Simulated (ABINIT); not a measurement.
Runs of ABINIT 10.8.3 (patched build) on MnO. Symmetry: Fm-3m, No. 225, cubic system. The conventional cell has a = 4.448 Å, b = 4.448 Å, c = 4.448 Å, α = 90.00°, β = 90.00°, γ = 90.00°. Mn (site symmetry m-3m) has 6 O at 2.22 Å as nearest neighbours. O (site symmetry m-3m) has 6 Mn at 2.22 Å as nearest neighbours. The cell is a database's computed one.

| task | level | potentials or basis | U | cell | k mesh | cutoff (eV) | cell freedom (optcell) | optimiser (ionmov) | cutoff smearing ecutsm (Ha) | force stop (Ha/bohr) | double counting (usepawu) | other keys | mesh quality | gap on the mesh (eV) | pressure (GPa) | moment (μB) | relaxed volume (Å³/atom) |
| --- | --- | --- | --- | --- | --- | --- | --- | --- | --- | --- | --- | --- | --- | --- | --- | --- | --- |
| relaxation of cell and atoms | PBEsol | PseudoDojo NC SR PBEsol v0.4.1 standard | - | relaxed | 8 × 8 × 8 | 1306 | 2 | 2 | 0.5 | 2e-05 | - | - | not flagged | none | 0.0 | 4.62 | 10.31 |
| Hund's J by linear response | LDA+U | JTH PAW LDA v2.0 | Mn d U = 4 eV | as given | 5 × 5 × 5 | 707 | - | - | - | - | 1 | - | coarse | 0.25 | (a) | 5.00 | - |
| single point | LDA | PseudoDojo NC SR LDA v0.4.1 standard | - | cell relaxed | 8 × 8 × 8 | 1306 | - | - | - | - | - | - | not flagged | none | 0.0 | 3.99 | - |
| relaxation of cell and atoms | LDA | PseudoDojo NC SR LDA v0.4.1 standard | - | relaxed | 8 × 8 × 8 | 1306 | 2 | 2 | 0.5 | 2e-05 | - | - | not flagged | none | 0.0 | 3.99 | 9.31 |
| Hubbard U by linear response | LDA+U | JTH PAW LDA v2.0 | Mn d U = 2 eV | as given | 5 × 5 × 5 | 920 | - | - | - | - | 1 | ecut_ha = 33.8; diemac = 2 | coarse | none | (c) | 4.96 | - |
| single point | PBEsol | PseudoDojo NC SR PBEsol v0.4.1 standard | - | cell relaxed | 8 × 8 × 8 | 1306 | - | - | - | - | - | - | not flagged | none | 0.0 | 4.62 | - |
| Hubbard U by linear response | RPBE+U | Ansatz PAW PBE default generated set, frozen core | Mn d U = 4 eV | cell relaxed at zero pressure by an earlier run | 5 × 5 × 5 | 435 | - | - | 0.5 | - | 1 | - | coarse | 0.46 | 3.5 | 5.00 | - |
| relaxation of cell and atoms | RPBE | Ansatz PAW PBE default generated set, frozen core | - | relaxed | 8 × 8 × 8 | 435 | 2 | 2 | 0.5 | 2e-05 | - | - | not flagged | none | 0.0 | (b) | 11.53 |

Alike in all rows: spin collinear, ferromagnetic start; smearing fermi-dirac 0.05 eV.

Task: Fill in the values left out.

Result: (a) -5.3; (b) 4.90; (c) -7.6.

Caveats: some runs use coarse meshes; a cell with one magnetic atom can't hold antiferromagnetic order, which such compounds often take; semilocal functionals often make such compounds metallic where correlation or magnetic order opens a gap, which also shifts bond lengths (some runs); the shifted atom has its images in every cell, so this scalar value isn't converged in cell size and belongs to these projectors alone (some runs); an odd mesh through Γ misses points on the zone boundary, where band edges often lie (some runs); the PAW data sets were made with another functional, which shifts forces and pressure a little (some runs); the atomic spheres overlap (some runs); the volume moved by over 15 % at a fixed basis, so the end points are rough (some runs).

A gap of «none» marks a metal or a gap under the smearing width.
